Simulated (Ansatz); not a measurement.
**WC in Ansatz: convergence with k mesh**

The system is WC.

```
W C
1.0
     0.00000    2.19268    2.19268
     2.19268    0.00000    2.19268
     2.19268    2.19268    0.00000
W C
1 1
Direct
  0.00000 0.00000 0.00000
  0.50000 0.50000 0.50000
```

Measurements of this composition are mostly on another form, of space group No. 187.

```yaml
Program: Ansatz 0.2.0
Task: convergence study
Functional: PBE
Potentials_or_basis: Ansatz PAW
Cutoff: "420 eV (not typed: the program's choice for these potentials)"
k_mesh: 3 × 3 × 3
Occupations: fermi-dirac, width 0.1 eV
Spin: spin-orbit coupling, no magnetisation
```

These are the settings of the first run; the series varies k mesh, with any setting tied to it.

Hardware: 2 threads of Arm Neoverse V2, with other jobs on the host.

Question: The values tried are 3 × 3 × 3, 4 × 4 × 4, 5 × 5 × 5, 6 × 6 × 6, 8 × 8 × 8, 9 × 9 × 9, 12 × 12 × 12, 14 × 14 × 14, 17 × 17 × 17, loosest first. From which on does the energy stay within 1 meV/atom of the tightest run that finished?

Answer: From 14 × 14 × 14 on.

```tsv
k mesh	energy less the tightest run, at zero smearing (meV/atom)	pressure (GPa)	SCF cycles	CPU time (s)	peak memory (GiB)
3 × 3 × 3	320.94	5.55	7	1.9	0.3
4 × 4 × 4	-62.30	-2.52	7	1.6	0.31
5 × 5 × 5	-20.66	-1.97	7	1.5	0.31
6 × 6 × 6	26.33	-0.53	7	1.9	0.32
8 × 8 × 8	5.53	-0.99	8	3.5	0.34
9 × 9 × 9	6.56	-1.01	8	4.2	0.36
12 × 12 × 12	-3.87	-1.40	8	8	0.4
14 × 14 × 14	0.54	-1.26	8	11	0.43
17 × 17 × 17	0.00	-1.25	8	18	0.49
```

Against the tightest run, the pressure stays within 0.1 GPa from 14 × 14 × 14 on. Meshes of other sizes hit other points, so gaps and Fermi surfaces needn't settle smoothly. The tightest run that finished is the yardstick and may itself not be fully converged.

Caveat, for the tightest run too: the pressure holds a Pulay correction of +0.3 GPa for the finite cutoff.
